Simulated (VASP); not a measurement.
# CdInS2: equation of state with PBE

Crystal: CdInS2.

```xyz
4
Lattice="3.8695 0.0000 0.0000 -1.9347 3.3511 0.0000 0.0000 0.0000 6.8105" Properties=species:S:1:pos:R:3 pbc="T T T"
In    0.0000    0.0000    3.4053
Cd    0.0000    0.0000    0.0000
S     0.0000    2.2341    1.6682
S     1.9347    1.1170    5.1423
```

The cell comes from a database or a generator and needn't be the stable form of this composition.

```
Program                : VASP 6.6.1
Task                   : equation of state
Functional             : PBE
Potentials or basis    : VASP PAW PBE potentials, release 64 (In_d, Cd, S)
Cutoff                 : 520 eV
k mesh                 : 8 × 8 × 4
Occupations            : fermi-dirac, width 0.05 eV
Spin                   : no spin polarisation
Further INCAR settings : ALGO = Normal; EDIFF = 1e-07; NBANDS = 26
```

```json
{
 "Equilibrium volume": "22.11 Å³/atom",
 "Bulk modulus at fixed shape and positions": "62 GPa",
 "Pressure derivative of the bulk modulus": "4.9"
}
```

Energy against volume, from the lowest point:
| volume (Å³/atom) | energy (meV/atom) |
| --- | --- |
| 20.753 | 18.27 |
| 21.195 | 7.99 |
| 21.636 | 2.06 |
| 22.078 | 0.00 |
| 22.520 | 1.39 |
| 22.961 | 5.83 |
| 23.403 | 13.00 |

All runs of the series together: 9.9 min on 1 thread of Intel(R) Xeon(R) Platinum 8488C (Sapphire Rapids), with other jobs on the host.

Caveat: the cell was scaled at fixed shape and fractional positions, which overstates the stiffness of a crystal with free parameters, most of all of layers and chains.
